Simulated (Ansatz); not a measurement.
# MnO (Manganosite): the cost of one run

Computed with Ansatz 0.2.0 (DFT PBE, scalar-relativistic, plane waves, PAW, unless a step's input says otherwise).

3 further runs of the same task are left out: 3 set aside as unsound or not needed.

**1. The structure to begin with**

Symmetry: Fm-3m, No. 225, cubic system. Conventional cell: a = 4.440 Å, b = 4.440 Å, c = 4.440 Å, α = 90.00°, β = 90.00°, γ = 90.00°. Mn (site symmetry m-3m) has 6 O at 2.22 Å as nearest neighbours. O (site symmetry m-3m) has 6 Mn at 2.22 Å as nearest neighbours.

Structure file:

```cif
data_structure
_symmetry_space_group_name_H-M 'Fm-3m'
_symmetry_Int_Tables_number 225
_cell_length_a 4.4401
_cell_length_b 4.4401
_cell_length_c 4.4401
_cell_angle_alpha 90.000
_cell_angle_beta 90.000
_cell_angle_gamma 90.000
_cell_volume 87.53
loop_
_atom_site_label
_atom_site_type_symbol
_atom_site_symmetry_multiplicity
_atom_site_Wyckoff_symbol
_atom_site_fract_x
_atom_site_fract_y
_atom_site_fract_z
_atom_site_occupancy
Mn1 Mn 4 a 0.00000 0.00000 0.00000 1
O1 O 4 b 0.50000 0.00000 0.00000 1
```

This cell comes from an earlier session at PBE: 10.942 Å³/atom at -0.06 GPa, on a 14×14×14 mesh.

**2. Ferromagnetic, larger cell**

Input file input.yaml:

```yaml
crystal:
  lattice:
    - [0.0, 2.2200320392, 2.2200320392]
    - [2.2200320392, 0.0, 2.2200320392]
    - [4.4400640784, 2.2200320392, -2.2200320392]
  atoms:
    - { symbol: Mn, position: [0.0, 0.0, 0.0], spin: 5.0 }
    - { symbol: O, position: [0.75, 0.5, 0.25] }
    - { symbol: Mn, position: [0.5, 0.0, 0.5], spin: 5.0 }
    - { symbol: O, position: [1.25, 0.5, 0.75] }
basis:
  ecutwfc: 420
  ecutrho_ratio: 4
kpoints:
  mp_grid: { grid: [14, 14, 14] }
hamiltonian:
  xc: pbe
scf:
  occupations: { method: gaussian, width: 0.05 }
  lower_state_search: "off"
output:
  forces: true
  stress: true
  eigenvalues: true
  populations: true
magnetization:
  spin_polarized: true
```

Started as:

```bash
> ansatz run input.yaml --threads 2 --pin off --max-ram 5120MiB --backend cpu --events-out ev --progress --plain --runs-dir out
```

**Question.** How long does this run take on 2 threads of Intel Xeon 6975P-C (Granite Rapids), shared host, and how much memory does it need?

About 14 s, with a peak of 0.78 GiB.
